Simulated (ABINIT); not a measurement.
The system is Al2Pt.

```
Pt Al
1.0
     0.00000    2.95500    2.95500
     2.95500    0.00000    2.95500
     2.95500    2.95500    0.00000
Pt Al
1 2
Direct
  0.00000 0.00000 0.00000
  0.75000 0.75000 0.75000
  0.25000 0.25000 0.25000
```

* Program: ABINIT 10.8.3 (patched build)
* Task: single point
* Functional: PBEsol
* Potentials or basis: PseudoDojo NC SR PBEsol v0.4.1 standard
* Cutoff: 1143 eV
* k mesh: 8 × 8 × 8
* Occupations: fermi-dirac, width 0.05 eV
* Spin: no spin polarisation

On this cell: pressure -1.0 GPa; largest force zero by symmetry; band gap on the k mesh none (metal or under the smearing width).

The same run follows on a disturbed copy (atoms moved at random, drawn with an rms of 0.05 Å):

```
Pt Al
1.0
     0.00000    2.95500    2.95500
     2.95500    0.00000    2.95500
     2.95500    2.95500    0.00000
Pt Al
1 2
Direct
  0.01173 0.98495 0.99436
  0.75402 0.75336 0.74357
  0.25103 0.24881 0.25647
```

Task: What changes?

Result: The energy (extrapolated to zero smearing) moves by +7.9 meV/atom; pressure -0.7 GPa; largest force 0.570 eV/Å; band gap on the k mesh none (metal or under the smearing width).

Forces on the atoms (eV/Å):
```
Pt   0.544 -0.076  0.153
Al  -0.162  0.143 -0.163
Al  -0.382 -0.066  0.010
```

Stress tensor (GPa, compression positive):
```
-0.86  0.49 -0.60
 0.49 -0.68 -0.64
-0.60 -0.64 -0.71
```
